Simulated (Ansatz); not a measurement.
SnO2:

```
Sn O
1.0
    -5.37331    5.37331    1.61623
     5.37331   -5.37331    1.61623
     5.37331    5.37331   -1.61623
Sn O
4 8
Direct
  0.35108 0.83107 0.18214
  0.83107 0.64892 0.47999
  0.16893 0.35108 0.52001
  0.64892 0.16893 0.81786
  0.20560 0.15493 0.36053
  0.84507 0.20560 0.05067
  0.79440 0.84507 0.63947
  0.15493 0.79440 0.94933
  0.16104 0.54296 0.70400
  0.54296 0.83896 0.38192
  0.45704 0.16104 0.61808
  0.83896 0.45704 0.29600
```

Measurements of this composition are mostly on another form, of space group No. 136.

- Program: Ansatz 0.2.0
- Task: relaxation of cell and atoms
- Functional: RPBE
- Potentials or basis: Ansatz PAW
- Cutoff: 420 eV (not typed: the program's choice for these potentials)
- k mesh: 9 × 9 × 9
- Occupations: fermi-dirac, width 0.05 eV
- Spin: no spin polarisation

At the start: volume 15.55 Å³/atom.

Problem. Where does the relaxation end?

Solution. It ends after 9 steps and the volume is 16.07 Å³/atom (+3.3 %); space group I4/m (No. 87, to 0.05 Å).

The path:
| step | energy change (eV) | largest force (eV/Å) | volume (Å³) |
| --- | --- | --- | --- |
| 1 | 0.0000 | 0.1306 | 186.66 |
| 2 | 0.0150 | 0.4608 | 194.42 |
| 3 | -0.0312 | 0.0798 | 191.97 |
| 4 | -0.0320 | 0.0592 | 192.13 |
| 5 | -0.0328 | 0.0130 | 192.35 |
| 6 | -0.0327 | 0.0055 | 192.38 |
| 7 | -0.0578 | 0.0050 | 192.38 |
| 8 | -0.0564 | 0.0035 | 192.83 |
| 9 | -0.0583 | 0.0034 | 192.83 |

Final structure:
```cif
data_structure
_symmetry_space_group_name_H-M 'P 1'
_symmetry_Int_Tables_number 1
_cell_length_a 7.8759
_cell_length_b 7.8759
_cell_length_c 7.8759
_cell_angle_alpha 92.435
_cell_angle_beta 92.435
_cell_angle_gamma 156.211
_cell_volume 192.83
loop_
_atom_site_label
_atom_site_type_symbol
_atom_site_fract_x
_atom_site_fract_y
_atom_site_fract_z
_atom_site_occupancy
Sn1 Sn 0.34948 0.83381 0.18330 1
Sn2 Sn 0.83381 0.65052 0.48433 1
Sn3 Sn 0.16619 0.34948 0.51567 1
Sn4 Sn 0.65052 0.16619 0.81670 1
O1 O 0.20995 0.15632 0.36627 1
O2 O 0.84368 0.20995 0.05363 1
O3 O 0.79005 0.84368 0.63373 1
O4 O 0.15632 0.79005 0.94637 1
O5 O 0.16082 0.54140 0.70221 1
O6 O 0.54140 0.83918 0.38058 1
O7 O 0.45860 0.16082 0.61942 1
O8 O 0.83918 0.45860 0.29779 1
```

Caveat: the plane-wave basis is chosen anew once the cell has moved, so the energies of steps on either side of that aren't comparable; the pressure holds a Pulay correction of +0.6 GPa for the finite cutoff; the PAW data sets come from PBE, with cores solved anew for the run's functional, which leaves a small shift of forces and pressure.
